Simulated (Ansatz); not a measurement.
# GaP: how the settings move a single-point run, part 2 of 2

Question: which choices in the input matter for GaP?

Ansatz 0.2.0; reference level DFT, PBEsol, plane waves, PAW. Earlier steps stand in the parts before.

## (7) Changed: dispersion d3bj

File input.yaml:

```yaml
crystal:
  lattice:
    - [0.0, 2.7253992957, 2.7253992957]
    - [2.7253992957, 0.0, 2.7253992957]
    - [2.7253992957, 2.7253992957, 0.0]
  atoms:
    - { symbol: Ga, position: [0.0, 0.0, 0.0] }
    - { symbol: P, position: [0.25, 0.25, 0.25] }
kpoints:
  mp_grid: { grid: [6, 6, 6] }
hamiltonian:
  xc: pbesol
  dispersion: d3bj
scf:
  occupations: { method: fixed }
  n_extra_bands: 4
output:
  forces: true
  stress: true
  eigenvalues: true
```

Command:

```sh
$ ansatz run input.yaml --threads 4 --pin off --max-ram 3686MiB --backend cpu --events-out ev --progress --plain --runs-dir out
```

The program printed:

```text
Warning: RAYON_NUM_THREADS=4 ignored (pool sized by the plan → 4); use --threads N
scf.n_extra_bands = 4 over 9 filled bands (N_el = 18.0): the run solves 13 bands
Engine: ansatz 0.2.0, aarch64-unknown-linux-gnu
Pseudopotentials: kind: paw
Pseudopotential: Ga, paw, valence charge 13, recommended cutoff 420 eV (normal), Ga.paw.azcp
Pseudopotential: P, paw, valence charge 5, recommended cutoff 420 eV (normal), P.paw.azcp
Functional definition: PBEsol
  exchange = pbesol_x
  correlation = pbesol_c
Crystal: 2 atoms, lattice volume = 40.487 Å³
Basis set: ecut = 420 eV, 749 PW (Γ), exchange–correlation on 54×54×54 points (8 copies of the dense FFT grid, shifted against one another)
Bands: 13, of which v1, the nominal top of the filled ones, is band 9 counted from 1 (8 counted from 0)
Symmetry: 24 space group operations
Space group: F-43m (ITA 216), of the structure as read, at distance tolerance 3.4e-5 Å
k-points: 16 of 216 (time reversal used)
Non-local potential: Ga, projectors of the file, l = 0: 2, l = 1: 2, l = 2: 3, l = 3: 1
Non-local potential: P, projectors of the file, l = 0: 2, l = 1: 2, l = 2: 2
PAW form: soft (Blöchl's): semilocal exchange-correlation on the pseudo side does not see the compensation charge
PAW frozen core: Ga, regenerated for the run's functional, and the local potential with it (the file was generated under x = pbe(κ = 0.804, μ = 0.2195149727645171), c = pbe(β = 0.06672455060314922))
PAW frozen core: P, regenerated for the run's functional, and the local potential with it (the file was generated under x = pbe(κ = 0.804, μ = 0.2195149727645171), c = pbe(β = 0.06672455060314922))
PAW one-centre angular grid: Ga, 590 points (default); XC on 64 Gauss nodes
PAW one-centre angular grid: P, 110 points (default); XC on 64 Gauss nodes
Initial density: superposition of atomic densities (neutral atoms: chi_scale 0, normalization atom), corrected by the library's trained network
Initial wavefunctions: pseudopotential atomic-orbital guess
Functional: x = pbesol(κ = 0.804, μ = 0.12345679012345678), c = pbesol(β = 0.046)
SCF iter   1: F=—  HF=-4484.606586 eV  |F-HF|=—  |Δ(HF+E_count)|=         —  Δρ=4.08e-3  dr2=1.11e-2  ethr=1.77e-3  ⟨swp⟩=5.0  Hψ=1098  notcnv=0  defer=27
preconditioner: auto → none  [insulator: Δε(μ)=1.452 eV  Ē_g=15.431 eV  n_scr=14 (ndim 8)  ℏωp=24.8 eV  f_vac=0.011  ε∞_Penn≈3.6]
SCF iter   2: F=—  HF=-4484.602281 eV  |F-HF|=—  |Δ(HF+E_count)|=   4.31e-3  Δρ=1.60e-3  dr2=8.31e-4  ethr=6.19e-5  ⟨swp⟩=3.1  Hψ=442  notcnv=0  defer=28
SCF iter   3: F=—  HF=-4484.602139 eV  |F-HF|=—  |Δ(HF+E_count)|=   1.42e-4  Δρ=4.71e-4  dr2=1.00e-4  ethr=4.62e-6  ⟨swp⟩=2.5  Hψ=401  notcnv=0  defer=30
SCF iter   4: F=—  HF=-4484.602114 eV  |F-HF|=—  |Δ(HF+E_count)|=   2.47e-5  Δρ=2.33e-4  dr2=1.54e-5  ethr=5.57e-7  ⟨swp⟩=2.0  Hψ=374  notcnv=0  defer=27
SCF iter   5: F=—  HF=-4484.602121 eV  |F-HF|=—  |Δ(HF+E_count)|=   6.42e-6  Δρ=3.58e-5  dr2=2.80e-7  ethr=8.55e-8  ⟨swp⟩=2.1  Hψ=265  notcnv=0  defer=21
SCF iter   6: F=-4484.602121 eV  HF=-4484.602121 eV  |F-HF|=1.63e-8  |Δ(HF+E_count)|=   3.12e-7  Δρ=8.43e-6  dr2=1.55e-8  ethr=5.56e-10  ⟨swp⟩=9.2  Hψ=1269  notcnv=0
SCF 1 converged in 6 iterations: F = -4484.602121 eV  dr2 = 1.55e-8
SCF converged after 6 iterations
Free energy (F): -4484.602121 eV
Harris-Foulkes:  -4484.602121 eV  (|F-HF|=1.63e-8)
Internal energy: -4484.602121 eV  (E = F + TS)
E sigma→0 (E₀):  -4484.602121 eV
Fermi energy:    6.999756 eV
--- Per-component energies (eV) ---
  E_band       = -60.299605
  E_kinetic    = 186.141158
  E_local      = -2201.976894  (includes V_loc(G=0)·N_el)
  E_nonlocal   = 460.133166
  E_hartree    = 1016.716240
  E_xc         = -129.645260
  E_vxc        = -118.980418  (∫ρ·V_xc dr)
  E_paw        = -2503.743787  (= ΣΔE_a)
  E_vpaw       = -419.044401  (= ΣTr[D̂ρ^β])
  E_aug_tail   = -0.000106  (compensation charges beyond the density's cutoff)
  E_ewald      = -1312.573038
  E_disp       = -0.562674  (pairwise vdW)
  E_core_change = 0.909074  (= ΣΔE_core)
  E_smearing   = -0.000000  (= −TS)
  E_closure    = -0.000000  (closes the sum)
  Σ components = -4484.602121   (vs F -4484.602121, Δ=0.00e0)
--- Forces (eV/Å), atoms counted from 1 ---
  atom   1  Ga     0.00000000     0.00000000     0.00000000
  atom   2  P     -0.00000000     0.00000000     0.00000000
  max |Σ_I F_I| component: 6.48e-17 eV/Å
--- Stress (GPa, compression-positive) ---
       -2.748073       0.000000       0.000000
        0.000000      -2.748073       0.000000
       -0.000000       0.000000      -2.748073
  P = ⅓ Tr σ = -2.7481 GPa (-27.481 kbar)
--- Band table (eV; the first three rows and the last of 16) ---
  k-point 0: bands = ["-7.5621", "-7.5621", "-7.5621", "-7.4624", "-7.4624", "-5.5206", "6.9998", "6.9998", "6.9998", "8.7403", "10.8129", "10.8130", "10.8130"]
  k-point 1: bands = ["-7.5850", "-7.5542", "-7.5542", "-7.4623", "-7.4623", "-5.1628", "4.5820", "6.6230", "6.6230", "9.3330", "11.3657", "11.3657", "11.9386"]
  k-point 2: bands = ["-7.6253", "-7.5416", "-7.5416", "-7.4587", "-7.4587", "-4.2084", "1.7449", "6.0828", "6.0828", "8.8065", "11.7349", "11.7349", "14.4709"]
  k-point 15: bands = ["-7.6654", "-7.5162", "-7.5018", "-7.4831", "-7.4492", "-2.4522", "0.3444", "3.5755", "3.6847", "10.3603", "10.5653", "14.4579", "14.4816"]
```

Wall time 0.88 s (4 threads of Arm Neoverse N1, shared host); peak memory 0.28 GiB.

The energy moves by -281.3 meV/atom, nearly all of it the dispersion term itself (-281.3 meV/atom); that offset belongs to the model and is no gain or loss of stability; the pressure goes from -0.5 to -2.7 GPa.

## (8) Changing settings: ecutwfc 600

File input.yaml:

```yaml
crystal:
  lattice:
    - [0.0, 2.7253992957, 2.7253992957]
    - [2.7253992957, 0.0, 2.7253992957]
    - [2.7253992957, 2.7253992957, 0.0]
  atoms:
    - { symbol: Ga, position: [0.0, 0.0, 0.0] }
    - { symbol: P, position: [0.25, 0.25, 0.25] }
kpoints:
  mp_grid: { grid: [6, 6, 6] }
hamiltonian:
  xc: pbesol
scf:
  occupations: { method: fixed }
  n_extra_bands: 4
output:
  forces: true
  stress: true
  eigenvalues: true
basis:
  ecutwfc: 600
```

Command:

```sh
$ ansatz run input.yaml --threads 4 --pin off --max-ram 3686MiB --backend cpu --events-out ev --progress --plain --runs-dir out
```

The program printed:

```text
Warning: RAYON_NUM_THREADS=4 ignored (pool sized by the plan → 4); use --threads N
scf.n_extra_bands = 4 over 9 filled bands (N_el = 18.0): the run solves 13 bands
[... 7 set-up lines as earlier in the session ...]
Crystal: 2 atoms, lattice volume = 40.487 Å³
Basis set: ecut = 600 eV, 1363 PW (Γ), exchange–correlation on 64×64×64 points (8 copies of the dense FFT grid, shifted against one another)
Bands: 13, of which v1, the nominal top of the filled ones, is band 9 counted from 1 (8 counted from 0)
[... 2 set-up lines as earlier in the session ...]
k-points: 16 of 216 (time reversal used)
[... 10 set-up lines as earlier in the session ...]
SCF iter   1: F=—  HF=-4484.045893 eV  |F-HF|=—  |Δ(HF+E_count)|=         —  Δρ=4.00e-3  dr2=1.11e-2  ethr=1.77e-3  ⟨swp⟩=5.0  Hψ=1102  notcnv=0  defer=30
preconditioner: auto → none  [insulator: Δε(μ)=1.453 eV  Ē_g=15.431 eV  n_scr=14 (ndim 8)  ℏωp=24.8 eV  f_vac=0.012  ε∞_Penn≈3.6]
SCF iter   2: F=—  HF=-4484.041522 eV  |F-HF|=—  |Δ(HF+E_count)|=   4.37e-3  Δρ=1.44e-3  dr2=7.22e-4  ethr=6.14e-5  ⟨swp⟩=3.1  Hψ=442  notcnv=0  defer=30
SCF iter   3: F=—  HF=-4484.041395 eV  |F-HF|=—  |Δ(HF+E_count)|=   1.27e-4  Δρ=4.76e-4  dr2=9.81e-5  ethr=4.01e-6  ⟨swp⟩=2.4  Hψ=397  notcnv=0  defer=30
SCF iter   4: F=—  HF=-4484.041377 eV  |F-HF|=—  |Δ(HF+E_count)|=   1.82e-5  Δρ=2.22e-4  dr2=1.49e-5  ethr=5.45e-7  ⟨swp⟩=2.0  Hψ=388  notcnv=0  defer=26
SCF iter   5: F=—  HF=-4484.041385 eV  |F-HF|=—  |Δ(HF+E_count)|=   8.43e-6  Δρ=3.45e-5  dr2=2.78e-7  ethr=8.25e-8  ⟨swp⟩=2.0  Hψ=259  notcnv=0  defer=27
SCF iter   6: F=-4484.041386 eV  HF=-4484.041386 eV  |F-HF|=2.17e-9  |Δ(HF+E_count)|=   3.62e-7  Δρ=4.96e-6  dr2=5.21e-9  ethr=5.56e-10  ⟨swp⟩=9.7  Hψ=1352  notcnv=0
SCF 1 converged in 6 iterations: F = -4484.041386 eV  dr2 = 5.21e-9
SCF converged after 6 iterations
Free energy (F): -4484.041386 eV
Harris-Foulkes:  -4484.041386 eV  (|F-HF|=2.17e-9)
Internal energy: -4484.041386 eV  (E = F + TS)
E sigma→0 (E₀):  -4484.041386 eV
Fermi energy:    6.998916 eV
--- Per-component energies (eV) ---
  E_band       = -60.334698
  E_kinetic    = 186.079097
  E_local      = -2202.179360  (includes V_loc(G=0)·N_el)
  E_nonlocal   = 460.416666
  E_hartree    = 1016.909155
  E_xc         = -129.628899
  E_vxc        = -118.959445  (∫ρ·V_xc dr)
  E_paw        = -2503.974081  (= ΣΔE_a)
  E_vpaw       = -419.507301  (= ΣTr[D̂ρ^β])
  E_aug_tail   = 0.000002  (compensation charges beyond the density's cutoff)
  E_ewald      = -1312.573038
  E_core_change = 0.909074  (= ΣΔE_core)
  E_smearing   = -0.000000  (= −TS)
  E_closure    = 0.000000  (closes the sum)
  Σ components = -4484.041386   (vs F -4484.041386, Δ=0.00e0)
--- Forces (eV/Å), atoms counted from 1 ---
  atom   1  Ga     0.00000000    -0.00000000    -0.00000000
  atom   2  P     -0.00000000     0.00000000     0.00000000
  max |Σ_I F_I| component: 9.25e-17 eV/Å
--- Stress (GPa, compression-positive) ---
       -0.547176       0.000000      -0.000000
       -0.000000      -0.547176       0.000000
       -0.000000       0.000000      -0.547176
  P = ⅓ Tr σ = -0.5472 GPa (-5.472 kbar)
--- Band table (eV; the first three rows and the last of 16) ---
  k-point 0: bands = ["-7.5653", "-7.5653", "-7.5653", "-7.4656", "-7.4656", "-5.5209", "6.9989", "6.9989", "6.9989", "8.7399", "10.8126", "10.8126", "10.8126"]
  k-point 1: bands = ["-7.5881", "-7.5574", "-7.5574", "-7.4655", "-7.4655", "-5.1631", "4.5816", "6.6225", "6.6225", "9.3328", "11.3654", "11.3654", "11.9382"]
  k-point 2: bands = ["-7.6284", "-7.5448", "-7.5448", "-7.4620", "-7.4620", "-4.2089", "1.7446", "6.0823", "6.0823", "8.8062", "11.7344", "11.7344", "14.4705"]
  k-point 15: bands = ["-7.6685", "-7.5194", "-7.5051", "-7.4864", "-7.4524", "-2.4529", "0.3444", "3.5751", "3.6843", "10.3596", "10.5649", "14.4575", "14.4810"]
```

Wall time 1.2 s (4 threads of Arm Neoverse N1, shared host); peak memory 0.32 GiB.

Changing the cutoff moves the energy by -1.0 meV/atom. More plane waves (600 against 420 eV) lower the energy, so the reference carries at least that much basis error.

## (9) Variant: mixing.beta 0.05

File input.yaml:

```yaml
crystal:
  lattice:
    - [0.0, 2.7253992957, 2.7253992957]
    - [2.7253992957, 0.0, 2.7253992957]
    - [2.7253992957, 2.7253992957, 0.0]
  atoms:
    - { symbol: Ga, position: [0.0, 0.0, 0.0] }
    - { symbol: P, position: [0.25, 0.25, 0.25] }
kpoints:
  mp_grid: { grid: [6, 6, 6] }
hamiltonian:
  xc: pbesol
scf:
  occupations: { method: fixed }
  n_extra_bands: 4
  mixing: { beta: 0.05 }
  max_iter: 60
output:
  forces: true
  stress: true
  eigenvalues: true
```

Command:

```sh
$ ansatz run input.yaml --threads 4 --pin off --max-ram 3686MiB --backend cpu --events-out ev --progress --plain --runs-dir out
```

The program printed:

```text
Warning: RAYON_NUM_THREADS=4 ignored (pool sized by the plan → 4); use --threads N
scf.n_extra_bands = 4 over 9 filled bands (N_el = 18.0): the run solves 13 bands
[... 7 set-up lines as earlier in the session ...]
Crystal: 2 atoms, lattice volume = 40.487 Å³
Basis set: ecut = 420 eV, 749 PW (Γ), exchange–correlation on 54×54×54 points (8 copies of the dense FFT grid, shifted against one another)
Bands: 13, of which v1, the nominal top of the filled ones, is band 9 counted from 1 (8 counted from 0)
[... 2 set-up lines as earlier in the session ...]
k-points: 16 of 216 (time reversal used)
[... 10 set-up lines as earlier in the session ...]
SCF iter   1: F=—  HF=-4484.043912 eV  |F-HF|=—  |Δ(HF+E_count)|=         —  Δρ=4.08e-3  dr2=1.11e-2  ethr=1.77e-3  ⟨swp⟩=5.0  Hψ=1098  notcnv=0  defer=27
preconditioner: auto → none  [insulator: Δε(μ)=1.452 eV  Ē_g=15.431 eV  n_scr=14 (ndim 8)  ℏωp=24.8 eV  f_vac=0.011  ε∞_Penn≈3.6]
SCF iter   2: F=—  HF=-4484.042235 eV  |F-HF|=—  |Δ(HF+E_count)|=   1.68e-3  Δρ=4.14e-3  dr2=9.51e-3  ethr=6.19e-5  ⟨swp⟩=2.0  Hψ=369  notcnv=0  defer=30
SCF iter   3: F=—  HF=-4484.039685 eV  |F-HF|=—  |Δ(HF+E_count)|=   2.55e-3  Δρ=1.39e-3  dr2=1.16e-3  ethr=5.28e-5  ⟨swp⟩=3.0  Hψ=392  notcnv=0  defer=28
SCF iter   4: F=—  HF=-4484.039624 eV  |F-HF|=—  |Δ(HF+E_count)|=   6.07e-5  Δρ=1.25e-3  dr2=3.28e-4  ethr=6.47e-6  ⟨swp⟩=2.4  Hψ=305  notcnv=0  defer=30
SCF iter   5: F=—  HF=-4484.039492 eV  |F-HF|=—  |Δ(HF+E_count)|=   1.32e-4  Δρ=7.11e-4  dr2=1.00e-4  ethr=1.82e-6  ⟨swp⟩=2.0  Hψ=350  notcnv=0  defer=22
SCF iter   6: F=—  HF=-4484.039470 eV  |F-HF|=—  |Δ(HF+E_count)|=   2.22e-5  Δρ=4.81e-4  dr2=4.40e-5  ethr=5.57e-7  ⟨swp⟩=1.2  Hψ=229  notcnv=0  defer=19
SCF iter   7: F=—  HF=-4484.039455 eV  |F-HF|=—  |Δ(HF+E_count)|=   1.43e-5  Δρ=3.07e-4  dr2=1.78e-5  ethr=2.44e-7  ⟨swp⟩=2.1  Hψ=295  notcnv=0  defer=20
SCF iter   8: F=-4484.039447 eV  HF=-4484.039447 eV  |F-HF|=5.03e-8  |Δ(HF+E_count)|=   8.17e-6  Δρ=1.82e-5  dr2=5.86e-8  ethr=5.56e-10  ⟨swp⟩=10.1  Hψ=1607  notcnv=0
SCF 1 converged in 8 iterations: F = -4484.039447 eV  dr2 = 5.86e-8
SCF converged after 8 iterations
Free energy (F): -4484.039447 eV
Harris-Foulkes:  -4484.039447 eV  (|F-HF|=5.03e-8)
Internal energy: -4484.039447 eV  (E = F + TS)
E sigma→0 (E₀):  -4484.039447 eV
Fermi energy:    6.999814 eV
--- Per-component energies (eV) ---
  E_band       = -60.301953
  E_kinetic    = 186.140360
  E_local      = -2201.979489  (includes V_loc(G=0)·N_el)
  E_nonlocal   = 460.132376
  E_hartree    = 1016.719121
  E_xc         = -129.645033
  E_vxc        = -118.980120  (∫ρ·V_xc dr)
  E_paw        = -2503.742712  (= ΣΔE_a)
  E_vpaw       = -419.042320  (= ΣTr[D̂ρ^β])
  E_aug_tail   = -0.000106  (compensation charges beyond the density's cutoff)
  E_ewald      = -1312.573038
  E_core_change = 0.909074  (= ΣΔE_core)
  E_smearing   = -0.000000  (= −TS)
  E_closure    = -0.000000  (closes the sum)
  Σ components = -4484.039447   (vs F -4484.039447, Δ=0.00e0)
--- Forces (eV/Å), atoms counted from 1 ---
  atom   1  Ga     0.00000000    -0.00000000     0.00000000
  atom   2  P     -0.00000000    -0.00000000    -0.00000000
  max |Σ_I F_I| component: 5.55e-17 eV/Å
--- Stress (GPa, compression-positive) ---
       -0.542590       0.000000      -0.000000
        0.000000      -0.542590       0.000000
       -0.000000       0.000000      -0.542590
  P = ⅓ Tr σ = -0.5426 GPa (-5.426 kbar)
--- Band table (eV; the first three rows and the last of 16) ---
  k-point 0: bands = ["-7.5624", "-7.5624", "-7.5624", "-7.4626", "-7.4626", "-5.5205", "6.9998", "6.9998", "6.9998", "8.7403", "10.8130", "10.8130", "10.8130"]
  k-point 1: bands = ["-7.5853", "-7.5545", "-7.5545", "-7.4625", "-7.4625", "-5.1627", "4.5820", "6.6231", "6.6231", "9.3329", "11.3657", "11.3657", "11.9385"]
  k-point 2: bands = ["-7.6255", "-7.5419", "-7.5419", "-7.4590", "-7.4590", "-4.2084", "1.7449", "6.0828", "6.0828", "8.8064", "11.7349", "11.7349", "14.4709"]
  k-point 15: bands = ["-7.6657", "-7.5164", "-7.5021", "-7.4834", "-7.4494", "-2.4522", "0.3444", "3.5756", "3.6847", "10.3603", "10.5653", "14.4579", "14.4815"]
```

It took 0.95 s on 4 threads of Arm Neoverse N1, shared host; peak memory 0.28 GiB.

The changed mixing doesn't alter the result here (within 0.5 meV/atom).

## (10) Comparison

This closing draws on all 2 parts.

| run | ending | energy change | pressure (GPa) | gap (eV) | force (eV/Å) | cycles | time |
| --- | --- | --- | --- | --- | --- | --- | --- |
| reference | converged | 0 | -0.5 | 1.51 | 0.00 | 6 | 1.1 s |
| 1: mixing.beta 1.0 | converged | 0.0 meV/atom | -0.5 | 1.51 | 0.00 | 6 | 0.89 s |
| 2: xc mr2scan | converged | not comparable | 0.1 | 1.90 | 0.00 | 6 | 1.6 s |
| 3: ecutwfc 750 | converged | -1.0 meV/atom | -0.5 | 1.51 | 0.00 | 6 | 1.4 s |
| 4: dispersion d3bj | converged | -281.3 meV/atom (offset of the dispersion model) | -2.7 | 1.51 | 0.00 | 6 | 0.88 s |
| 5: ecutwfc 600 | converged | -1.0 meV/atom | -0.5 | 1.51 | 0.00 | 6 | 1.2 s |
| 6: mixing.beta 0.05 | converged | 0.0 meV/atom | -0.5 | 1.51 | 0.00 | 8 | 0.95 s |

Times don't compare one to one where runs were asked for different outputs or read a saved state (see the inputs); cycles may leave out searches for a lower state.

Residual by cycle in the longest SCF loop of each run; runs are numbered as in the table. The quantity is the density residual dr2, in eV.

| cycle | reference | run 1 | run 2 | run 3 | run 4 | run 5 | run 6 |
| --- | --- | --- | --- | --- | --- | --- | --- |
| 1 | 0.0111 | 0.0111 | 0.0177 | 0.0116 | 0.0111 | 0.0111 | 0.0111 |
| 2 | 8.3e-4 | 0.0114 | 0.00308 | 7.6e-4 | 8.3e-4 | 7.2e-4 | 0.00951 |
| 3 | 1.0e-4 | 3.9e-4 | 5.3e-4 | 1.1e-4 | 1.0e-4 | 9.8e-5 | 0.00116 |
| 4 | 1.5e-5 | 2.8e-5 | 4.5e-5 | 1.7e-5 | 1.5e-5 | 1.5e-5 | 3.3e-4 |
| 5 | 2.8e-7 | 2.7e-7 | 3.0e-6 | 2.3e-7 | 2.8e-7 | 2.8e-7 | 1.0e-4 |
| 6 | 1.5e-8 | 4.3e-9 | 4.8e-8 | 8.2e-9 | 1.5e-8 | 5.2e-9 | 4.4e-5 |
| 7 | - | - | - | - | - | - | 1.8e-5 |
| 8 | - | - | - | - | - | - | 5.9e-8 |

**Reading.** Of the converged runs whose energies compare with the reference's, «ecutwfc 750» moves the energy most (-1.0 meV/atom).
